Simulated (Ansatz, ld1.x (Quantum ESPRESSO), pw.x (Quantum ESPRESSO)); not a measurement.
# What a changed setting does to a pw.x run (fcc Os)

Potential: PAW, ld1.x (Quantum ESPRESSO) 7.5, PBE; core [Kr] 4d10 4f14, reference 5s2 5p6 5d6 6s0 6p0; waves: 5s (bound): rcut 1.50, rcutus 1.70 bohr; 6s (bound, empty): rcut 1.50, rcutus 1.70 bohr; 5p (bound): rcut 1.50, rcutus 1.55 bohr; 6p (bound, empty): rcut 1.50, rcutus 1.55 bohr; 5d (bound): rcut 1.15, rcutus 1.50 bohr; 5d channel at 1.8 Ry: rcut 1.15, rcutus 1.50 bohr; local part: all-electron potential smoothed inside 1.25 bohr (lloc = -1); core correction: none; augmentation: PSQ, inside the norm-conserving radii.

The reference run (k-mesh 15³, cutoffs 100/800 Ry, Fermi–Dirac 0.01 Ry, mixing_beta 0.4, conv_thr 1e-9, no spin) gives -4.93 GPa at 14.323 Å³/atom, where all-electron LAPW gives 0.41 GPa. This run, with its own iteration cap, changes mixing_beta to 0.9.

```
&control
  calculation='scf', prefix='x', pseudo_dir='./', outdir='./tmp', tstress=.true., disk_io='none'
/
&system
  ibrav=0, nat=1, ntyp=1, ecutwfc=100, ecutrho=800, nbnd=16,
  occupations='smearing', smearing='fd', degauss=0.01
/
&electrons
  conv_thr=1e-09, mixing_beta=0.9, electron_maxstep=60
/
ATOMIC_SPECIES
Os 1.0 Os.UPF
CELL_PARAMETERS angstrom
  0.00000000 1.92753083 1.92753083
  1.92753083 0.00000000 1.92753083
  1.92753083 1.92753083 0.00000000
ATOMIC_POSITIONS crystal
Os 0.0000 0.0000 0.0000
K_POINTS automatic
15 15 15 0 0 0
```

```bash
pw.x < Os.scf.in > Os.scf.out
```

**Question.** How does the run end?

**Answer.** It converges in 13 iterations; the free energy moves by +0.0 meV/atom and the pressure by -0.01 GPa. The result is that of the reference run.

```
Message from routine setup:
     using ibrav=0 with symmetry is DISCOURAGED, use correct ibrav instead
     lattice parameter (alat)  =       5.1513  a.u.
     unit-cell volume          =      96.6564 (a.u.)^3
     number of electrons       =        16.00
     number of Kohn-Sham states=           16
     kinetic-energy cutoff     =     100.0000  Ry
     charge density cutoff     =     800.0000  Ry
     scf convergence threshold =      1.0E-09
     Exchange-correlation= SLA  PW   PBX  PBC
     number of k points=   120  Fermi-Dirac smearing, width (Ry)=  0.0100
     iteration #  1     ecut=   100.00 Ry     beta= 0.90
     negative rho (up, down):  1.778E-05 0.000E+00
     total energy              =    -832.31488884 Ry
     estimated scf accuracy    <       3.31908404 Ry
     iteration #  2     ecut=   100.00 Ry     beta= 0.90
     total energy              =    -833.05718436 Ry
     estimated scf accuracy    <       1.55220279 Ry
     iteration #  3     ecut=   100.00 Ry     beta= 0.90
     negative rho (up, down):  8.301E-06 0.000E+00
     total energy              =    -833.44461325 Ry
     estimated scf accuracy    <       0.00901384 Ry
     iteration #  4     ecut=   100.00 Ry     beta= 0.90
     total energy              =    -833.44847987 Ry
     estimated scf accuracy    <       0.00060989 Ry
     iteration #  5     ecut=   100.00 Ry     beta= 0.90
     c_bands:  1 eigenvalues not converged
     c_bands:  1 eigenvalues not converged
     c_bands:  1 eigenvalues not converged
     total energy              =    -833.44844885 Ry
     estimated scf accuracy    <       0.00029697 Ry
     iteration #  6     ecut=   100.00 Ry     beta= 0.90
     total energy              =    -833.44853422 Ry
     estimated scf accuracy    <       0.00000526 Ry
     iteration #  7     ecut=   100.00 Ry     beta= 0.90
     total energy              =    -833.44852439 Ry
     estimated scf accuracy    <       0.00000343 Ry
     iteration #  8     ecut=   100.00 Ry     beta= 0.90
     total energy              =    -833.44852857 Ry
     estimated scf accuracy    <       0.00000152 Ry
     iteration #  9     ecut=   100.00 Ry     beta= 0.90
     total energy              =    -833.44852982 Ry
     estimated scf accuracy    <          2.6E-09 Ry
     iteration # 10     ecut=   100.00 Ry     beta= 0.90
     total energy              =    -833.44852983 Ry
     estimated scf accuracy    <          5.9E-09 Ry
     iteration # 11     ecut=   100.00 Ry     beta= 0.90
     total energy              =    -833.44852983 Ry
     estimated scf accuracy    <          4.9E-09 Ry
     iteration # 12     ecut=   100.00 Ry     beta= 0.90
     total energy              =    -833.44852988 Ry
     estimated scf accuracy    <          4.8E-09 Ry
     iteration # 13     ecut=   100.00 Ry     beta= 0.90
     the Fermi energy is    25.3325 ev
!    total energy              =    -833.44852986 Ry
     estimated scf accuracy    <          7.2E-10 Ry
     smearing contrib. (-TS)   =      -0.00323967 Ry
     The total energy is F=E-TS. E is the sum of the following terms:
     one-electron contribution =     -18.50955735 Ry
     hartree contribution      =      23.23169384 Ry
     xc contribution           =     -19.08075288 Ry
     ewald contribution        =    -161.11502568 Ry
     one-center paw contrib.   =    -657.97164814 Ry
     convergence has been achieved in  13 iterations
          total   stress  (Ry/bohr**3)                   (kbar)     P=      -49.37
     Message from routine punch:
     Nothing written, as per user request (disk_io='none')
```

The run took about 92 s on one core of a shared host (Neoverse-V1, 32 threads, 247 GiB, load 15).
